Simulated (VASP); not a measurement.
# Pt (Fm-3m) in VASP: elastic constants with r2SCAN

Aim: the elastic constants of Pt with r2SCAN.

Everything below comes from runs of VASP 6.6.1. Logs are shortened: lines on timing, memory, paths and dates and some standing lists are left out, and cuts for length are marked.

## Step 1: The crystal as given

Symmetry: Fm-3m, No. 225, cubic system. Conventional cell: a = 3.943 Å, b = 3.943 Å, c = 3.943 Å, α = 90.00°, β = 90.00°, γ = 90.00°. Pt (site symmetry m-3m) has 12 Pt at 2.79 Å as nearest neighbours.

## Step 2: Elastic constants, r2SCAN

Input file POSCAR:

```
Pt
1.0
    0.0000000000      1.9715751800      1.9715751800
    1.9715751800      0.0000000000      1.9715751800
    1.9715751800      1.9715751800      0.0000000000
Pt
1
Direct
    0.0000000000      0.0000000000      0.0000000000
```

Input file INCAR.step1:

```
PREC     = Accurate       # precision mode
ENCUT    = 600            # plane-wave cutoff, eV
EDIFF    = 1E-8           # SCF threshold, eV
ISMEAR   = 0              # smearing method
SIGMA    = 0.1            # smearing width, eV
LREAL    = F              # projectors in reciprocal space
LASPH    = T              # aspherical terms in the spheres
NELM     = 60             # most SCF steps
ALGO     = Normal         # electronic algorithm
ISIF     = 3              # what is computed and relaxed
LWAVE    = F              # write WAVECAR
LCHARG   = F              # write CHGCAR
METAGGA  = R2SCAN         # meta-GGA
LMIXTAU  = T            
IBRION   = 2              # ionic algorithm
NSW      = 40             # ionic steps
EDIFFG   = -0.002         # ionic threshold
```

Input file INCAR.step2:

```
PREC     = Accurate       # precision mode
ENCUT    = 600            # plane-wave cutoff, eV
EDIFF    = 1E-8           # SCF threshold, eV
ISMEAR   = 0              # smearing method
SIGMA    = 0.1            # smearing width, eV
LREAL    = F              # projectors in reciprocal space
LASPH    = T              # aspherical terms in the spheres
NELM     = 60             # most SCF steps
ALGO     = Normal         # electronic algorithm
ISIF     = 3              # what is computed and relaxed
LWAVE    = F              # write WAVECAR
LCHARG   = F              # write CHGCAR
METAGGA  = R2SCAN         # meta-GGA
LMIXTAU  = T            
IBRION   = 6              # ionic algorithm
NFREE    = 2            
POTIM    = 0.015          # step
NSW      = 1              # ionic steps
```

Input file KPOINTS:

```
regular mesh
0
Gamma
  18 18 18
```

Potentials or basis: VASP PAW PBE potentials, release 64 (Pt).

Run with:

```console
> cat potpaw_PBE.64/Pt/POTCAR > POTCAR
> cp INCAR.step1 INCAR
> mpirun -np 1 vasp_std > vasp.out
> cp CONTCAR POSCAR
> cp INCAR.step2 INCAR
> mpirun -np 1 vasp_std > vasp.out
```

OUTCAR:

```text
PREC = Accurate
   ENCUT = 600
   EDIFF = 1E-8
   ISMEAR = 0
   LREAL = F
   LASPH = T
   NELM = 60
   ISIF = 3
   METAGGA = R2SCAN
   IBRION = 6
   NFREE = 2
   POTIM = 0.015
   NSW = 1

 ion  position               nearest neighbor table
   1  0.000  0.000  0.000-

  LATTYP: Found a face centered cubic cell.
 ALAT       =     3.9438080448

  Lattice vectors:

 A1 = (   0.0000000000,   1.9719040224,   1.9719040224)
 A2 = (   1.9719040224,   0.0000000000,   1.9719040224)
 A3 = (   1.9719040224,   1.9719040224,   0.0000000000)

Analysis of symmetry for initial positions (statically):
=====================================================================
 Subroutine PRICEL returns:
 Original cell was already a primitive cell.

 Routine SETGRP: Setting up the symmetry group for a
 face centered cubic supercell.

 Subroutine GETGRP returns: Found 48 space group operations
 (whereof 48 operations were pure point group operations)
 out of a pool of 48 trial point group operations.

The static configuration has the point symmetry O_h .

Analysis of symmetry for dynamics (positions and initial velocities):
=====================================================================
 Subroutine PRICEL returns:
 Original cell was already a primitive cell.

 Routine SETGRP: Setting up the symmetry group for a
 face centered cubic supercell.

 Subroutine GETGRP returns: Found 48 space group operations
 (whereof 48 operations were pure point group operations)
 out of a pool of 48 trial point group operations.

The dynamic configuration has the point symmetry O_h .

 Subroutine INISYM returns: Found 48 space group operations
 (whereof 48 operations are pure point group operations),
 and found     1 'primitive' translations

----------------------------------------------------------------------------------------

                                     Primitive cell

  volume of cell :      15.3351

  direct lattice vectors                    reciprocal lattice vectors
     0.000000000  1.971904022  1.971904022    -0.253562037  0.253562037  0.253562037
     1.971904022  0.000000000  1.971904022     0.253562037 -0.253562037  0.253562037
     1.971904022  1.971904022  0.000000000     0.253562037  0.253562037 -0.253562037

  length of vectors
     2.788693412  2.788693412  2.788693412     0.439182330  0.439182330  0.439182330

  position of ions in fractional coordinates (direct lattice)
     0.000000000  0.000000000  0.000000000

  ion indices of the primitive-cell ions
   primitive index   ion index
                 1           1

----------------------------------------------------------------------------------------

 KPOINTS: regular mesh

Automatic generation of k-mesh.
 Grid dimensions read from file:
 generate k-points for:   18   18   18

 Generating k-lattice:

  Cartesian coordinates                     Fractional coordinates (reciprocal lattice)
    -0.014086780  0.014086780  0.014086780     0.055555556  0.000000000  0.000000000
     0.014086780 -0.014086780  0.014086780     0.000000000  0.055555556  0.000000000
     0.014086780  0.014086780 -0.014086780     0.000000000  0.000000000  0.055555556

  Length of vectors
     0.024399018  0.024399018  0.024399018

  Shift w.r.t. Gamma in fractional coordinates (k-lattice)
     0.000000000  0.000000000  0.000000000

 Subroutine IBZKPT returns following result:
 ===========================================

 Found    195 irreducible k-points:

 Following reciprocal coordinates:
            Coordinates               Weight
  0.000000  0.000000  0.000000      1.000000
  0.055556  0.000000  0.000000      8.000000
  0.111111  0.000000  0.000000      8.000000
  0.166667  0.000000  0.000000      8.000000
[... 67 lines left out ...]
   IVDW    =     0    specifies the selected vdW correction
   LEPSILON=     F    determine dielectric tensor
   LRPA    =     F    only Hartree local field effects (RPA)
 finite differences with symmetry
 non-spin polarized calculation
 Gauss-broadening in eV      SIGMA  =   0.10
  energy-cutoff  :      600.00
  volume of cell :       15.34
 maximum number of plane-waves:       532
   NGX = 11   NGY = 11   NGZ = 11

--------------------------------------- Ionic step        1  -------------------------------------------

 number of electron      10.0000001 magnetization

 Free energy of the ion-electron system (eV)
  ---------------------------------------------------
  ext. energy  EPLUGINS =         0.00000000
  ---------------------------------------------------
  free energy    TOTEN  =       -51.50091097 eV

  energy without entropy =      -51.49054102  energy(sigma->0) =      -51.49572600

------------------------ aborting loop because EDIFF is reached ----------------------------------------

  FORCE on cell =-STRESS in cart. coord.  units (eV):
  Direction    XX          YY          ZZ          XY          YZ          ZX
  --------------------------------------------------------------------------------------
  -------------------------------------------------------------------------------------
  Total       -0.0003480     -0.0003480     -0.0003480      0.0000000      0.0000000      0.0000000
  in kB       -0.0363578     -0.0363578     -0.0363578      0.0000000      0.0000000      0.0000000
  external PRESSURE =      -0.0363578 kB  Pullay stress =       0.0000000 kB
[... 86 lines left out ...]
  FREE ENERGIE OF THE ION-ELECTRON SYSTEM (eV)
  ---------------------------------------------------
  free  energy   TOTEN  =       -51.4973217492 eV

  energy  without entropy=      -51.4872909277  energy(sigma->0) =      -51.49230634

[... ionic steps 4 to 12 ...]

--------------------------------------- Ionic step       13  -------------------------------------------

 number of electron      10.0000001 magnetization

------------------------ aborting loop because EDIFF is reached ----------------------------------------
[... 65 lines left out ...]
--------------------------------------- Ionic step       15  -------------------------------------------

 number of electron      10.0000000 magnetization

 Free energy of the ion-electron system (eV)
  ---------------------------------------------------
  ext. energy  EPLUGINS =         0.00000000
  ---------------------------------------------------
  free energy    TOTEN  =       -51.50091089 eV

  energy without entropy =      -51.49054094  energy(sigma->0) =      -51.49572591

 E-fermi :  10.6983     XC(G=0): -14.5175

 val. band max:       10.6949175941   @ k =   0.4444   0.1111   0.0000
 cond. band min:      10.6984231817   @ k =  -0.2778   0.3889   0.1667
 fundamental gap:      0.0035055876
 Fermi energy:        10.6982889878

 k-point     1 :       0.0000    0.0000    0.0000
  band No.  band energies     occupation
      1       0.3939      2.00000
      2       6.8846      2.00000
      3       6.8847      2.00000
      4       6.8847      2.00000
      5       8.9895      2.00000
      6       8.9895      2.00000
      7      26.2242      0.00000
      8      31.2974      0.00000
      9      31.2974      0.00000
[... 265 lines left out ...]
 k-point    24 :      -0.2222    0.0556    0.0000
  band No.  band energies     occupation
      1       2.4828      2.00000
      2       6.4073      2.00000
      3       7.2691      2.00000
      4       7.3349      2.00000
      5       8.8239      2.00000
      6       9.5097      2.00000
      7      25.0785      0.00000
      8      28.1020      0.00000
      9      32.5988      0.00000

 [... further k-points ...]

------------------------ aborting loop because EDIFF is reached ----------------------------------------

  FORCE on cell =-STRESS in cart. coord.  units (eV):
  Direction    XX          YY          ZZ          XY          YZ          ZX
  --------------------------------------------------------------------------------------
  -------------------------------------------------------------------------------------
  Total       -0.0000157     -0.0000157     -0.0000157      0.0000000      0.0000000      0.0000000
  in kB       -0.0016397     -0.0016397     -0.0016397      0.0000000      0.0000000      0.0000000
  external PRESSURE =      -0.0016397 kB  Pullay stress =       0.0000000 kB
[... 16 lines left out ...]
  FREE ENERGIE OF THE ION-ELECTRON SYSTEM (eV)
  ---------------------------------------------------
  free  energy   TOTEN  =       -51.5009108853 eV

  energy  without entropy=      -51.4905409438  energy(sigma->0) =      -51.49572591

 INTERNAL STRAIN TENSORS FROM STRAINED CELLS
 ============================================

 INTERNAL STRAIN TENSOR FOR ION    1 for displacements in x,y,z  (eV/Angst):
          X           Y           Z          XY          YZ          ZX
  --------------------------------------------------------------------------------
  x     0.00000    -0.00000     0.00000    -0.00000    -0.00000     0.00000
  y     0.00000    -0.00000    -0.00000     0.00000    -0.00000     0.00000
  z    -0.00000     0.00000     0.00000     0.00000    -0.00000     0.00000

 INTERNAL STRAIN TENSORS FROM DISPLACED ATOMS
 ============================================

 INTERNAL STRAIN TENSOR FOR ION    1 for displacements in x,y,z  (eV/Angst):
          X           Y           Z          XY          YZ          ZX
  --------------------------------------------------------------------------------
  x     0.00000     0.00000     0.00000     0.00000     0.00000     0.00000
  y     0.00000     0.00000     0.00000     0.00000     0.00000     0.00000
  z     0.00000     0.00000     0.00000     0.00000     0.00000     0.00000

 Eigenvectors and eigenvalues of the dynamical matrix
 ----------------------------------------------------

   1 f/i=    0.000000 THz     0.000000 2PiTHz    0.000000 cm-1     0.000000 meV
             X         Y         Z           dx          dy          dz
      0.000000  0.000000  0.000000     1.000000    0.000000    0.000000

   2 f/i=    0.000000 THz     0.000000 2PiTHz    0.000000 cm-1     0.000000 meV
             X         Y         Z           dx          dy          dz
      0.000000  0.000000  0.000000     0.000000    1.000000    0.000000

   3 f/i=    0.000000 THz     0.000000 2PiTHz    0.000000 cm-1     0.000000 meV
             X         Y         Z           dx          dy          dz
      0.000000  0.000000  0.000000     0.000000    0.000000    1.000000

--------------------------------------------------------------------------------------------------------

 ELASTIC MODULI CONTR FROM IONIC RELAXATION (kBar)
 Direction    XX          YY          ZZ          XY          YZ          ZX
 --------------------------------------------------------------------------------
 XX           0.0000      0.0000      0.0000      0.0000      0.0000      0.0000
 YY           0.0000      0.0000      0.0000      0.0000      0.0000      0.0000
 ZZ           0.0000      0.0000      0.0000      0.0000      0.0000      0.0000
 XY           0.0000      0.0000      0.0000      0.0000      0.0000      0.0000
 YZ           0.0000      0.0000      0.0000      0.0000      0.0000      0.0000
 ZX           0.0000      0.0000      0.0000      0.0000      0.0000      0.0000
 --------------------------------------------------------------------------------

 TOTAL ELASTIC MODULI (kBar)
 Direction    XX          YY          ZZ          XY          YZ          ZX
 --------------------------------------------------------------------------------
 XX        3267.1240   2462.1083   2462.1083      0.0000     -0.0000     -0.0000
 YY        2462.1083   3267.1240   2462.1083      0.0000      0.0000      0.0000
 ZZ        2462.1083   2462.1083   3267.1240     -0.0000      0.0000      0.0000
 XY           0.0000      0.0000     -0.0000    548.8447      0.0000      0.0000
 YZ          -0.0000      0.0000      0.0000      0.0000    548.8447      0.0000
 ZX          -0.0000      0.0000      0.0000      0.0000      0.0000    548.8447
 --------------------------------------------------------------------------------
```

Wall time 62 min (1 thread of Intel Xeon Platinum 8488C (Sapphire Rapids), shared host); peak memory 0.65 GiB.

Results:

```
Relaxed volume                         : 15.34 Å³/atom
Relaxed cell                           : a = 2.789 Å, b = 2.789 Å, c = 2.789 Å, α = 60.00°, β = 60.00°, γ = 60.00°
Space group after relaxing (to 0.05 Å) : Fm-3m (No. 225)
Elastic constants C11, C12, C44        : 327, 246, 55 GPa
Voigt bulk modulus                     : 273 GPa
```

Final structure:
```
Pt
1.0
     0.00000    1.97190    1.97190
     1.97190    0.00000    1.97190
     1.97190    1.97190    0.00000
Pt
1
Direct
  0.00000 0.00000 0.00000
```

Elastic tensor in Voigt notation (GPa, in the Cartesian axes of the cell as first typed):
```
327 246 246   0   0   0
246 327 246   0   0   0
246 246 327   0   0   0
  0   0   0  55   0   0
  0   0   0   0  55   0
  0   0   0   0   0  55
```

Clamped-ion elastic tensor (GPa):
```
327 246 246   0   0   0
246 327 246   0   0   0
246 246 327   0   0   0
  0   0   0  55   0   0
  0   0   0   0  55   0
  0   0   0   0   0  55
```

Caveat: the PAW data sets were made with another functional, which shifts forces and pressure a little.
